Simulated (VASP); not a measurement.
# GaSb (F-43m) in VASP: a series of runs

The runs below take GaSb through single point, with LDA, PBEsol.

All numbers are computed with VASP 6.6.1; they aren't measurements. Logs are shortened: lines on timing, memory, paths and dates and some standing lists are left out, and cuts for length are marked.

**The experiment to reproduce.**

From a printed reference work, data compilation, for a bulk crystal of GaSb at 4.2 K: band gap 0.811 eV (direct).

The results are compared with them further down.

## (1) The cell of the first run

Symmetry: F-43m, No. 216, cubic system. Conventional cell: a = 6.050 Å, b = 6.050 Å, c = 6.050 Å, α = 90.00°, β = 90.00°, γ = 90.00°. Ga (site symmetry -43m) has 4 Sb at 2.62 Å within 3.5 Å. Sb (site symmetry -43m) has 4 Ga at 2.62 Å within 3.5 Å.

## (2) Single point, LDA

Input file INCAR:

```
PREC = Accurate ; ENCUT = 520
EDIFF = 1E-7 ; ISMEAR = 0
SIGMA = 0.1 ; LREAL = False
LASPH = True ; NELM = 80
ALGO = Normal ; ISIF = 2
LWAVE = False ; LCHARG = False
GGA = CA ; NBANDS = 16
```

Input file KPOINTS:

```
Automatic mesh
0
Gamma
  10 10 10
```

Input file POSCAR:

```
GaSb
1.0
    0.0000000000      3.0250827921      3.0250827921
    3.0250827921      0.0000000000      3.0250827921
    3.0250827921      3.0250827921      0.0000000000
Ga Sb
1 1
Direct
    0.0000000000      0.0000000000      0.0000000000
    0.2500000000      0.2500000000      0.2500000000
```

Potentials or basis: VASP PAW LDA potentials, release 64 (Ga_d, Sb).

The run is started by

```
$ cat potpaw_LDA.64/Ga_d/POTCAR potpaw_LDA.64/Sb/POTCAR > POTCAR
$ mpirun -np 1 vasp_std > vasp.out
```

OUTCAR:

```text
PREC = Accurate
   ENCUT = 520
   EDIFF = 1E-7
   ISMEAR = 0
   LREAL = False
   LASPH = True
   NELM = 80
   ISIF = 2
   GGA = CA

 ion  position               nearest neighbor table
   1  0.000  0.000  0.000-   2 2.62   2 2.62   2 2.62   2 2.62
   2  0.250  0.250  0.250-   1 2.62   1 2.62   1 2.62   1 2.62

  LATTYP: Found a face centered cubic cell.
 ALAT       =     6.0501655842

  Lattice vectors:

 A1 = (   0.0000000000,   3.0250827921,   3.0250827921)
 A2 = (   3.0250827921,   0.0000000000,   3.0250827921)
 A3 = (   3.0250827921,   3.0250827921,   0.0000000000)

Analysis of symmetry for initial positions (statically):
=====================================================================
 Subroutine PRICEL returns:
 Original cell was already a primitive cell.

 Routine SETGRP: Setting up the symmetry group for a
 face centered cubic supercell.

 Subroutine GETGRP returns: Found 24 space group operations
 (whereof 24 operations were pure point group operations)
 out of a pool of 48 trial point group operations.

The static configuration has the point symmetry T_d .

Analysis of symmetry for dynamics (positions and initial velocities):
=====================================================================
 Subroutine PRICEL returns:
 Original cell was already a primitive cell.

 Routine SETGRP: Setting up the symmetry group for a
 face centered cubic supercell.

 Subroutine GETGRP returns: Found 24 space group operations
 (whereof 24 operations were pure point group operations)
 out of a pool of 48 trial point group operations.

The dynamic configuration has the point symmetry T_d .

 Subroutine INISYM returns: Found 24 space group operations
 (whereof 24 operations are pure point group operations),
 and found     1 'primitive' translations

----------------------------------------------------------------------------------------

                                     Primitive cell

  volume of cell :      55.3658

  direct lattice vectors                    reciprocal lattice vectors
     0.000000000  3.025082792  3.025082792    -0.165284732  0.165284732  0.165284732
     3.025082792  0.000000000  3.025082792     0.165284732 -0.165284732  0.165284732
     3.025082792  3.025082792  0.000000000     0.165284732  0.165284732 -0.165284732

  length of vectors
     4.278113112  4.278113112  4.278113112     0.286281554  0.286281554  0.286281554

  position of ions in fractional coordinates (direct lattice)
     0.000000000  0.000000000  0.000000000
     0.250000000  0.250000000  0.250000000

  ion indices of the primitive-cell ions
   primitive index   ion index
                 1           1
                 2           2

----------------------------------------------------------------------------------------

 KPOINTS: Automatic mesh

Automatic generation of k-mesh.
 Grid dimensions read from file:
 generate k-points for:   10   10   10

 Generating k-lattice:

  Cartesian coordinates                     Fractional coordinates (reciprocal lattice)
    -0.016528473  0.016528473  0.016528473     0.100000000  0.000000000  0.000000000
     0.016528473 -0.016528473  0.016528473     0.000000000  0.100000000  0.000000000
     0.016528473  0.016528473 -0.016528473     0.000000000  0.000000000  0.100000000

  Length of vectors
     0.028628155  0.028628155  0.028628155

  Shift w.r.t. Gamma in fractional coordinates (k-lattice)
     0.000000000  0.000000000  0.000000000

 Subroutine IBZKPT returns following result:
 ===========================================

 Found     47 irreducible k-points:

 Following reciprocal coordinates:
            Coordinates               Weight
  0.000000  0.000000  0.000000      1.000000
  0.100000  0.000000  0.000000      8.000000
  0.200000  0.000000  0.000000      8.000000
  0.300000  0.000000  0.000000      8.000000
  0.400000  0.000000  0.000000      8.000000
  0.500000  0.000000  0.000000      4.000000
[... 16 lines left out ...]
  0.300000  0.300000  0.000000      6.000000
  0.400000  0.300000  0.000000     24.000000
 [... further k-points ...]
   k-points           NKPTS =     47   k-points in BZ     NKDIM =     47   number of bands    NBANDS=     16
   number of dos      NEDOS =    301   number of ions     NIONS =      2
   total plane-waves  NPLWV =  32768
   dimension x,y,z NGX =    32 NGY =   32 NGZ =   32
   dimension x,y,z NGXF=    64 NGYF=   64 NGZF=   64
   ions per type =               1   1
   NGX,Y,Z   is equivalent  to a cutoff of  12.44, 12.44, 12.44 a.u.
   NGXF,Y,Z  is equivalent  to a cutoff of  24.87, 24.87, 24.87 a.u.
 SYSTEM =  unknown system
   PREC   = accura    normal or accurate (medium, high low for compatibility)
   ISTART =      0    job   : 0-new  1-cont  2-samecut
   ICHARG =      2    charge: 1-file 2-atom 10-const
   ISPIN  =      1    spin polarized calculation?
   LNONCOLLINEAR =      F non collinear calculations
   LSORBIT =      F    spin-orbit coupling
   LASPH  =      T    aspherical Exc in radial PAW
   ENCUT  =  520.0 eV  38.22 Ry    6.18 a.u.   7.95  7.95  7.95*2*pi/ulx,y,z
   NELM   =     80;   NELMIN=  2; NELMDL= -5     # of ELM steps
   EDIFF  = 0.1E-06   stopping-criterion for ELM
   LREAL  =      F    real-space projection
   EDIFFG = 0.1E-05   stopping-criterion for IOM
   NSW    =      0    number of steps for IOM
   IBRION =     -1    ionic relax: 0-MD 1-quasi-New 2-CG
   NFREE  =      0    steps in history (QN), initial steepest desc. (CG)
   ISIF   =      2    stress and relaxation
   ISYM   =      2    0-nonsym 1-usesym 2-fastsym
   POTIM  = 0.5000    time-step for ionic-motion
   TEBEG  =    0.0;   TEEND  =   0.0 temperature during run
   PSTRESS=    0.0 pullay stress
   NELECT =      18.0000    total number of electrons
   NUPDOWN=      -1.0000    fix difference up-down
   EMIN   =  10.00;   EMAX   =-10.00  energy-range for DOS
   EFERMI =   0.00;   METHOD = LEGACY
   ISMEAR =     0;   SIGMA  =   0.10  broadening in eV -4-tet -1-fermi 0-gaus
   EFERMI_NEDOS =   21; number of points for ismear=-14 and -15
   IALGO  =     38    algorithm
   IMIX   =      4    mixing-type and parameters
     AMIX     =   0.40;   BMIX     =  1.00
     AMIX_MAG =   1.60;   BMIX_MAG =  1.00
  volume/ion in A,a.u.               =      27.68       186.81
  Fermi-wavevector in a.u.,A,eV,Ry     =   1.125689  2.127244 17.240971  1.267176
  Thomas-Fermi vector in A             =   2.262367
   LORBIT       =      0    0 simple, 1 ext, 2 COOP (PROOUT), +10 PAW based schemes
   GGA     = CA    functional components
   LHFCALC =     F    Hartree Fock is set to
   AEXX    =    0.0000 exact exchange contribution
   IVDW    =     0    specifies the selected vdW correction
   LEPSILON=     F    determine dielectric tensor
   LRPA    =     F    only Hartree local field effects (RPA)
 non-spin polarized calculation
 Gauss-broadening in eV      SIGMA  =   0.10
  energy-cutoff  :      520.00
  volume of cell :       55.37
 maximum number of plane-waves:      1524
   NGX = 15   NGY = 15   NGZ = 15

 number of electron      17.9999989 magnetization

 Free energy of the ion-electron system (eV)
  ---------------------------------------------------
  ext. energy  EPLUGINS =         0.00000000
  ---------------------------------------------------
  free energy    TOTEN  =        -8.67227750 eV

  energy without entropy =       -8.67214372  energy(sigma->0) =       -8.67221061

 E-fermi :   5.1153     XC(G=0):  -9.5414

 val. band max:        5.0294204966   @ k =   0.0000   0.0000   0.0000
 cond. band min:       5.1446659849   @ k =   0.0000   0.0000   0.0000
 fundamental gap:      0.1152454883
 Fermi energy:         5.1152519413

 k-point     1 :       0.0000    0.0000    0.0000
  band No.  band energies     occupation
      1     -10.1840      2.00000
      2     -10.1840      2.00000
      3     -10.1840      2.00000
      4     -10.1294      2.00000
      5     -10.1294      2.00000
      6      -6.7242      2.00000
[... 8 lines left out ...]
     15      13.6500      0.00000
     16      13.6500      0.00000

 k-point     2 :       0.1000    0.0000    0.0000
  band No.  band energies     occupation
      1     -10.1871      2.00000
      2     -10.1827      2.00000
      3     -10.1827      2.00000
      4     -10.1296      2.00000
      5     -10.1296      2.00000
      6      -6.6173      2.00000
[... 8 lines left out ...]
     15      12.9725      0.00000
     16      12.9725      0.00000

 k-point     3 :       0.2000    0.0000    0.0000
  band No.  band energies     occupation
      1     -10.1951      2.00000
      2     -10.1794      2.00000
      3     -10.1794      2.00000
      4     -10.1299      2.00000
      5     -10.1299      2.00000
      6      -6.3056      2.00000
[... 8 lines left out ...]
     15      12.5367      0.00000
     16      12.5367      0.00000

 k-point     4 :       0.3000    0.0000    0.0000
  band No.  band energies     occupation
      1     -10.2048      2.00000
      2     -10.1756      2.00000
      3     -10.1756      2.00000
      4     -10.1299      2.00000
      5     -10.1299      2.00000
      6      -5.8262      2.00000
[... 8 lines left out ...]
     15      12.8520      0.00000
     16      12.8520      0.00000

 k-point     5 :       0.4000    0.0000    0.0000
  band No.  band energies     occupation
      1     -10.2125      2.00000
      2     -10.1730      2.00000
      3     -10.1730      2.00000
      4     -10.1295      2.00000
      5     -10.1295      2.00000
      6      -5.2924      2.00000
[... 8 lines left out ...]
     15      13.8742      0.00000
     16      13.8742      0.00000

 k-point     6 :       0.5000    0.0000    0.0000
  band No.  band energies     occupation
      1     -10.2154      2.00000
      2     -10.1721      2.00000
      3     -10.1721      2.00000
      4     -10.1292      2.00000
      5     -10.1292      2.00000
      6      -5.0163      2.00000
[... 8 lines left out ...]
     15      14.9498      0.00000
     16      14.9498      0.00000

 k-point     7 :       0.1000    0.1000    0.0000
  band No.  band energies     occupation
      1     -10.1895      2.00000
      2     -10.1815      2.00000
      3     -10.1815      2.00000
      4     -10.1304      2.00000
      5     -10.1290      2.00000
      6      -6.5814      2.00000
[... 8 lines left out ...]
     15      12.1344      0.00000
     16      13.7769      0.00000

 k-point     8 :       0.2000    0.1000    0.0000
  band No.  band energies     occupation
      1     -10.1962      2.00000
      2     -10.1787      2.00000
      3     -10.1782      2.00000
      4     -10.1314      2.00000
      5     -10.1288      2.00000
      6      -6.3368      2.00000
[... 8 lines left out ...]
     15      12.4329      0.00000
     16      13.4360      0.00000

 k-point     9 :       0.3000    0.1000    0.0000
  band No.  band energies     occupation
      1     -10.2048      2.00000
      2     -10.1756      2.00000
      3     -10.1743      2.00000
      4     -10.1320      2.00000
      5     -10.1286      2.00000
      6      -5.9087      2.00000
[... 8 lines left out ...]
     15      12.9171      0.00000
     16      13.5290      0.00000
[... 172 lines left out ...]
 k-point    19 :       0.5000    0.2000    0.0000
  band No.  band energies     occupation
      1     -10.2202      2.00000
      2     -10.1683      2.00000
      3     -10.1663      2.00000
      4     -10.1340      2.00000
      5     -10.1283      2.00000
      6      -4.8164      2.00000
[... 8 lines left out ...]
     15      15.0182      0.00000
     16      15.0260      0.00000

 k-point    20 :      -0.4000    0.2000    0.0000
  band No.  band energies     occupation
      1     -10.2196      2.00000
      2     -10.1687      2.00000
      3     -10.1672      2.00000
      4     -10.1321      2.00000
      5     -10.1298      2.00000
      6      -4.7350      2.00000
[... 8 lines left out ...]
     15      13.4751      0.00000
     16      14.5382      0.00000

 k-point    21 :      -0.3000    0.2000    0.0000
  band No.  band energies     occupation
      1     -10.2153      2.00000
      2     -10.1700      2.00000
      3     -10.1699      2.00000
      4     -10.1312      2.00000
      5     -10.1305      2.00000
      6      -5.1384      2.00000
[... 8 lines left out ...]
     15      13.4690      0.00000
     16      15.0739      0.00000

 k-point    22 :      -0.2000    0.2000    0.0000
  band No.  band energies     occupation
      1     -10.2084      2.00000
      2     -10.1741      2.00000
      3     -10.1722      2.00000
      4     -10.1317      2.00000
      5     -10.1295      2.00000
      6      -5.6566      2.00000
[... 8 lines left out ...]
     15      13.8378      0.00000
     16      14.3956      0.00000

 k-point    23 :       0.3000    0.3000    0.0000
  band No.  band energies     occupation
      1     -10.2184      2.00000
      2     -10.1662      2.00000
      3     -10.1662      2.00000
      4     -10.1378      2.00000
      5     -10.1266      2.00000
      6      -5.4931      2.00000
[... 8 lines left out ...]
     15      14.7902      0.00000
     16      15.0460      0.00000

 k-point    24 :       0.4000    0.3000    0.0000
  band No.  band energies     occupation
      1     -10.2242      2.00000
      2     -10.1634      2.00000
      3     -10.1628      2.00000
      4     -10.1391      2.00000
      5     -10.1264      2.00000
      6      -5.0445      2.00000
[... 8 lines left out ...]
     15      15.3712      0.00000
     16      15.4995      0.00000

 [... further k-points ...]
[... 5 lines left out ...]
  --------------------------------------------------------------------------------------
  -------------------------------------------------------------------------------------
  Total        0.0524959      0.0524959      0.0524959     -0.0000000      0.0000000     -0.0000000
  in kB        1.5191279      1.5191279      1.5191279     -0.0000000      0.0000000     -0.0000000
  external PRESSURE =       1.5191279 kB  Pullay stress =       0.0000000 kB

 VOLUME and BASIS-vectors are now :
 -----------------------------------------------------------------------------
  energy-cutoff  :      520.00
  volume of cell :       55.37
      direct lattice vectors                 reciprocal lattice vectors
     0.000000000  3.025082792  3.025082792    -0.165284732  0.165284732  0.165284732
     3.025082792  0.000000000  3.025082792     0.165284732 -0.165284732  0.165284732
     3.025082792  3.025082792  0.000000000     0.165284732  0.165284732 -0.165284732

 POSITION                                       TOTAL-FORCE (eV/Angst)
 -----------------------------------------------------------------------------------
      0.00000      0.00000      0.00000        -0.000000     -0.000000      0.000000
      1.51254      1.51254      1.51254         0.000000      0.000000     -0.000000
 -----------------------------------------------------------------------------------
    total drift:                                0.000000      0.000000      0.000001

  FREE ENERGIE OF THE ION-ELECTRON SYSTEM (eV)
  ---------------------------------------------------
  free  energy   TOTEN  =        -8.6722774989 eV

  energy  without entropy=       -8.6721437199  energy(sigma->0) =       -8.67221061
```

Run time: 36 s. Hardware: 1 thread of Intel Xeon 8259CL, shared host; peak memory 0.18 GiB.

What came out:

- Free energy: -8.6723 eV
- Pressure: 0.2 GPa
- Band gap on the k mesh: 0.12 eV, direct

Caveat: spin-orbit coupling is left out, which moves the levels of the heavy elements.

## (3) Single point, LDA

Input file INCAR:

```
SYSTEM = GaSb
PREC = Accurate
ENCUT = 520
EDIFF = 1E-6
ISMEAR = 0
SIGMA = 0.1
LREAL = .False.
LASPH = .True.
NELM = 80
ALGO = Normal
ISIF = 2
LWAVE = .False.
LCHARG = .False.
GGA = CA
NBANDS = 16
```

Input file KPOINTS:

```
regular mesh
0
Gamma
  10 10 10
  0 0 0
```

Input file POSCAR:

```
GaSb
1.0
    0.0000000000      3.0250827920      3.0250827920
    3.0250827920      0.0000000000      3.0250827920
    3.0250827920      3.0250827920      0.0000000000
Ga Sb
1 1
Direct
    1.0000000000      0.0000000000      0.0000000000
    0.2500000000      0.2500000000      0.2500000000
```

Potentials or basis: VASP PAW LDA potentials, release 64 (Ga_d, Sb).

The run is started by

```
$ cat potpaw_LDA.64/Ga_d/POTCAR potpaw_LDA.64/Sb/POTCAR > POTCAR
$ mpirun -np 1 vasp_std > vasp.out
```

Wall time 36 s (1 thread of Intel Xeon 8259CL, shared host); peak memory 0.18 GiB.

Results (log left out):

```
Free energy            : -8.6723 eV
Pressure               : 0.1 GPa
Band gap on the k mesh : 0.12 eV, direct
```

Levels at points of the mesh, in eV from the valence-band top:
```tsv
k point	band 7	band 8	band 9	band 10	band 11	band 12
(0.00, 0.00, 0.00)	0.00	0.00	0.00	0.12	2.74	2.74
(0.50, 0.00, 0.00)	-6.57	-1.21	-1.21	0.37	3.71	3.71
(0.50, 0.50, 0.00)	-7.01	-2.69	-2.69	0.80	1.10	8.79
```

Caveat: spin-orbit coupling is left out, which moves the levels of the heavy elements.

[end of part 1 of 2]
